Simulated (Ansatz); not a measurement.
Calculated field gradients at the nuclei for HfO2

The cell is a computed structure from the Materials Project (it need not be an observed phase), taken as it stands.

Space group Pca2_1 (No. 29); a = 5.2195, b = 5.0048, c = 5.0327 Å.

| site | Wyckoff | site symmetry | x | y | z |
| --- | --- | --- | --- | --- | --- |
| Hf | 4a | 1 | 0.0330 | 0.2675 | 0.2414 |
| O5 | 4a | 1 | 0.3679 | 0.0714 | 0.3793 |
| O7 | 4a | 1 | 0.7339 | 0.4601 | 0.4923 |

One atom of each set is listed.

Computed with Ansatz: DFT, PBE, plane waves and PAW (field gradients read without the response of the frozen cores, which leaves them typically 4 to 6 % off), with spin–orbit coupling, 420 eV cutoff, Γ-centred 4×4×4 k-points, Fermi–Dirac smearing 0.02 eV.

V_zz is the principal component of the electric field gradient with the largest magnitude, η = (V_xx − V_yy)/V_zz and C_Q = eQV_zz/h. ν_Q = 3|C_Q|/[2I(2I − 1)].

177Hf: I = 7/2, Q = 3365 mb; ¹⁷O: I = 5/2, Q = -25.58 mb. Quadrupole moments are those of Pyykkö's year-2017 table.

(1) Which values are expected at the nuclei?

Results:

(1) 

```json
{"site": "Hf", "atoms": "4", "first shell": "7 O at 2.02–2.23 Å", "C_Q (MHz)": "881", "η": "0.76", "ν_Q (MHz)": "63.0"}
{"site": "O5", "atoms": "4", "first shell": "3 Hf at 2.02–2.13 Å; also 1 Hf at 3.25 Å", "C_Q (MHz)": "1.78", "η": "0.59", "ν_Q (MHz)": "0.268"}
{"site": "O7", "atoms": "4", "first shell": "4 Hf at 2.11–2.23 Å", "C_Q (MHz)": "-1.41", "η": "0.27", "ν_Q (MHz)": "0.211"}
```

At this cell the PBE pressure is 9 GPa, so with PBE the cell would grow if it were relaxed. The entry's cell may itself be off.

Hardware: 1 thread of Arm Neoverse N1 (aarch64; 36 cores open to the job, memory cap 3.0 GiB, no GPU), a shared host with a load of 0.9 a core. Wall time 13 min, CPU time 13 min, peak memory 1.5 GiB.
